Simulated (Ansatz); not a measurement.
**Response to strain in Ti3SiC2**

The parent structure is Ti₃SiC₂ (space group P6_3/mmc, No. 194; a = 3.0728 Å, c = 17.7228 Å). Axes: x lies along a and z along c of the hexagonal cell.

Strains are applied to the cell and any free atomic positions relax; under stress the whole cell relaxes.

Method: PBE/PAW in Ansatz (an electronic-structure program), without spin-orbit coupling.

Candidates:
(a) uniaxial strain ε_xx = −4.34 %
(b) strain tensor (xx, yy, zz, yz, xz, xy) = (−0.56, −2.02, −0.30, −0.53, +0.58, −0.40) %
(c) isotropic strain +1.88 %
(d) uniaxial stress, 2 GPa compression along x

Notes on the quantities. energy relative to the base: free energy F.

Order them by energy relative to the base, highest first.

(a) uniaxial strain ε_xx = −4.34 % (+28 meV/atom), (c) isotropic strain +1.88 % (+21 meV/atom), (b) strain tensor (xx, yy, zz, yz, xz, xy) = (−0.56, −2.02, −0.30, −0.53, +0.58, −0.40) % (+9.7 meV/atom), (d) uniaxial stress, 2 GPa compression along x (+0.5 meV/atom)

Without a gap, meshes like the base's 14×14×3 leave anisotropic stresses uncertain by several tenths of a GPa, and small strain energies with them. Stability under load was not tested beyond the relaxation. All final runs are without spin polarisation.
